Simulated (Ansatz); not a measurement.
# FeS2: how the settings move a single-point run

Aim: see which settings change the result for FeS2, by how much, and at what cost.

Program: Ansatz 0.2.0. Level of theory: reference: DFT, HSE06, plane waves, PAW. These are calculated values, not measurements.

## 1. The system as given

It takes space group Pnnm (No. 58, orthorhombic). The conventional cell has a = 4.431 Å, b = 5.401 Å, c = 3.379 Å, α = 90.00°, β = 90.00°, γ = 90.00°. Fe (site symmetry 2/m) is surrounded by 6 S at 2.23 to 2.25 Å. S (site symmetry m) is surrounded by 1 S at 2.22 Å and 3 Fe at 2.23 to 2.25 Å.

Coordinates:

```
CELL_PARAMETERS angstrom
4.43081 0.00000 0.00000
0.00000 5.40056 0.00000
0.00000 0.00000 3.37924
ATOMIC_POSITIONS crystal
Fe 0.50000 0.50000 0.50000
Fe 0.00000 0.00000 0.00000
S 0.29905 0.87784 0.50000
S 0.70095 0.12216 0.50000
S 0.20095 0.37784 0.00000
S 0.79905 0.62216 0.00000
```

## 2. Reference

File input.yaml:

```yaml
crystal:
  lattice:
    - [4.4308093927, 0.0, 0.0]
    - [0.0, 5.400559562, 0.0]
    - [0.0, 0.0, 3.3792367813]
  atoms:
    - { symbol: Fe, position: [0.5, 0.5, 0.5] }
    - { symbol: Fe, position: [0.0, 0.0, 0.0] }
    - { symbol: S, position: [0.2990463069, 0.877842277, 0.5] }
    - { symbol: S, position: [0.7009536931, 0.122157723, 0.5] }
    - { symbol: S, position: [0.2009536931, 0.377842277, 0.0] }
    - { symbol: S, position: [0.7990463069, 0.622157723, 0.0] }
kpoints:
  mp_grid: { grid: [4, 2, 4] }
hamiltonian:
  xc: hse06
scf:
  occupations: { method: fixed }
  n_extra_bands: 5
output:
  forces: true
  stress: true
  eigenvalues: true
```

On the command line:

```
$ ansatz run input.yaml --threads 4 --pin off --max-ram 4608MiB --backend cpu --events-out ev --progress --plain --runs-dir out
```

## 3. Variant: mp_grid.grid [4, 4, 6], xc pbe

Edit input.yaml of step 2 so:

```diff
@@ -13,5 +13,5 @@
 kpoints:
-  mp_grid: { grid: [4, 2, 4] }
+  mp_grid: { grid: [4, 4, 6] }
 hamiltonian:
-  xc: hse06
+  xc: pbe
 scf:
```

## 4. Changed: exchange pbe, correlation pbe, coeff 0.3, omega 0.1

Edit input.yaml of step 2 so:

```diff
@@ -15,3 +15,3 @@
 hamiltonian:
-  xc: hse06
+  xc: { exchange: pbe, correlation: pbe, exx: { coeff: 0.3, omega: 0.1 } }
 scf:
```

Before running it: what results should come out? Wanted: for each run, ending; energy change; pressure; gap; force.

The runs gave:

| run | ending | energy change | pressure (GPa) | gap (eV) | force (eV/Å) | cycles | time |
| --- | --- | --- | --- | --- | --- | --- | --- |
| reference | converged | - | -0.4 | 2.51 | 0.84 | 26 | 39 s |
| 1: mp_grid.grid [4, 4, 6], xc pbe | converged | not comparable | 0.8 | 0.94 | 0.33 | 8 | 3.1 s |
| 2: exchange pbe, correlation pbe, coeff 0.3, omega 0.1 | converged | not comparable | 0.0 | 3.21 | 1.14 | 25 | 39 s |

Residual by cycle in the longest SCF loop of each run; runs are numbered as in the table. The quantity is the density residual dr2, in eV.

| cycle | reference | run 1 | run 2 |
| --- | --- | --- | --- |
| 1 | 0.0856 | 0.0098 | 0.101 |
| 2 | 0.0622 | 0.00573 | 0.0391 |
| 3 | 0.349 | 0.0186 | 0.197 |
| 4 | 0.073 | 9.3e-5 | 0.142 |
| 5 | 0.0204 | 1.2e-5 | 0.0443 |
| 6 | 0.00668 | 1.1e-6 | 0.0217 |
| 7 | 3.8e-4 | 3.1e-7 | 0.00104 |
| 8 | 3.7e-5 | 1.0e-8 | 8.9e-5 |

**Reading.** Of the variants the dearest is «exchange pbe, correlation pbe, coeff 0.3, omega 0.1» (39 s), the cheapest «mp_grid.grid [4, 4, 6], xc pbe» (3.1 s), on a shared host.

No run allows spin polarisation, though the cell holds Fe.
